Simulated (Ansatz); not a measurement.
## Band edges of MoS₂ (R3m)

```
Mo S
1.0
     1.57157    0.90735    6.28075
    -1.57157    0.90735    6.28075
     0.00000   -1.81469    6.28075
Mo S
1 2
Direct
  0.00010 0.00010 0.00010
  0.25076 0.25076 0.25076
  0.41614 0.41614 0.41614
```

The conventional cell has a = 3.143 Å, b = 3.143 Å, c = 18.842 Å, α = 90.00°, β = 90.00°, γ = 120.00°. Mo (atom 1) has 6 S at 2.39 Å as nearest neighbours. Around S (atom 2) lie 3 Mo at 2.39 Å. S (atom 3) is surrounded by 3 Mo at 2.39 Å.

Computed, not measured; unless marked otherwise by PBEsol, all-electron LAPW in Ansatz 0.2.0, with spin-orbit coupling. k mesh 8×8×8, fixed occupations, basis error target 1 meV/atom. The cell was relaxed by PAW under this functional.

Extrema are searched on a 10×10×10 mesh and refined by Newton steps; masses come from band slopes 0.005 Å⁻¹ away, 1/m* = (1/ħ²) d²E/dk², negative for holes (the finite step makes the lightest masses up to about 3 % heavy). k is in units of the reciprocal vectors.

(1) Where are the band edges, and is the gap direct?

(2) What are the electron masses at the edge?

(3) What are the hole masses at the edge?

(4) What electronic dielectric constant and refractive index follow from the same bands (independent particles)?

(5) What gap does PAW give in the same cell?

(6) What does spin-orbit coupling change?

Results:

(1) The valence maximum lies at T (-0.500, -0.500, -0.500) and the conduction minimum at (0.000, 0.180, -0.180), so the Kohn-Sham gap of 0.961 eV is indirect; the least direct gap on the mesh is 1.952 eV.

(2) The principal masses are 0.539, 0.607, 0.79 mₑ. One valley has a density-of-states mass (m₁m₂m₃)^(1/3) = 0.637; 6 valleys give N^(2/3) times that, 2.1; the direction-averaged conductivity mass 3/Σ(1/mᵢ) is 0.629 mₑ.

(3) The principal masses are 0.817, 0.842, 0.842 mₑ. One valley has a density-of-states mass (m₁m₂m₃)^(1/3) = 0.833; the direction-averaged conductivity mass 3/Σ(1/mᵢ) is 0.833 mₑ.

(4) ε∞ = (15.69, 15.69, 9.61), so n ≈ √ε∞ = 3.70 (mean over directions) well under the gap and the normal reflectivity is ((n − 1)/(n + 1))² = 0.330. With the conductivity mass, a hydrogenic donor screened by ε∞ alone would bind by 13.6 eV × m*/ε∞² = 46 meV; static screening by the ions makes it shallower. Local fields, left out here, lower ε∞ by several per cent.

(5) 0.958 eV, -3 meV from the LAPW value.

(6) The gap goes from 0.990 to 0.961 eV. The valence levels at the maximum lie at 0.000 eV (pairs).

Known limits: semilocal gaps are low, and what follows the gap (onsets, screening, light masses) shifts with it; no dispersion correction, so the spacing and stiffness between layers or molecules are poor; the frozen-core PAW files of the compared runs were fitted under PBE, their cores solved anew for this functional.
